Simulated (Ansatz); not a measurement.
PbS (Galena):

```
CELL_PARAMETERS angstrom
0.00000 2.96575 2.96575
2.96575 0.00000 2.96575
2.96575 2.96575 0.00000
ATOMIC_POSITIONS crystal
Pb 0.00000 0.00000 0.00000
S 0.50000 0.50000 0.50000
```

Program: Ansatz 0.2.0. Alike in all runs: task band structure; potentials or basis Ansatz PAW; cell as given; smearing fermi-dirac 0.05 eV. Hardware: 2 threads of Arm Neoverse V1, with other jobs on the host.

Question: Order these runs on this cell by their wall time, lowest first.
A. level BLYP; spin off; k mesh 8 × 8 × 8; cutoff (eV) 420; points for each segment of the path 14; mesh quality not flagged
B. level HSE06; spin off; k mesh 4 × 4 × 4; cutoff (eV) 420; points for each segment of the path 4; mesh quality coarse
C. level r2SCAN; spin SOC, no magnetisation; k mesh 6 × 6 × 6; cutoff (eV) 500; points for each segment of the path 14; mesh quality not flagged
D. level r2SCAN; spin off; k mesh 8 × 8 × 8; cutoff (eV) 500; points for each segment of the path 14; mesh quality not flagged

Answer: A (2 s), D (5.8 s), C (34 s), B (93 s).

Caveats: some runs use coarse meshes.

Runs at the PBE level aren't shown here.
